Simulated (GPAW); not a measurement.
CsPbCl3:

```
CELL_PARAMETERS angstrom
5.60500 0.00000 0.00000
0.00000 5.60500 0.00000
0.00000 0.00000 5.60500
ATOMIC_POSITIONS crystal
Pb 0.50000 0.50000 0.50000
Cs 0.00000 0.00000 0.00000
Cl 0.50000 0.00000 0.50000
Cl 0.00000 0.50000 0.50000
Cl 0.50000 0.50000 0.00000
```

Base run:

* Program: GPAW 26.7.0
* Functional: PBE
* Potentials or basis: GPAW PAW data sets (gpaw-data 1.2.1)
* Cutoff: 600 eV
* Basis: pw
* k mesh: 5 × 5 × 5
* Occupations: fermi-dirac, width 0.05 eV
* Spin: no spin polarisation

Its results: band gap on the k mesh 2.90 eV, direct; pressure 1.6 GPa.

Task: After a change of settings the same cell gave: band gap on the k mesh 1.86 eV, direct; pressure 1.7 GPa. Which change was it?
A. functional from PBE to LDA; potentials or basis from GPAW PAW data sets (gpaw-data 1.2.1) to the program's PAW data sets (release 1.2.1) made for this functional
B. functional from PBE to RPBE; potentials or basis from GPAW PAW data sets (gpaw-data 1.2.1) to the program's PAW data sets (release 1.2.1) made for this functional
C. potentials or basis from GPAW PAW data sets (gpaw-data 1.2.1) to PAW data sets generated in the run's folder for this functional; k mesh from 5 × 5 × 5 to 4 × 4 × 4
D. functional from PBE to SCAN

Result: C.

Caveats: spin-orbit coupling is left out, which as a rule narrows the gap of such compounds by several tenths of an eV; an odd mesh through Γ misses points on the zone boundary, where band edges often lie (some runs).

Not every run made on this cell is shown here.
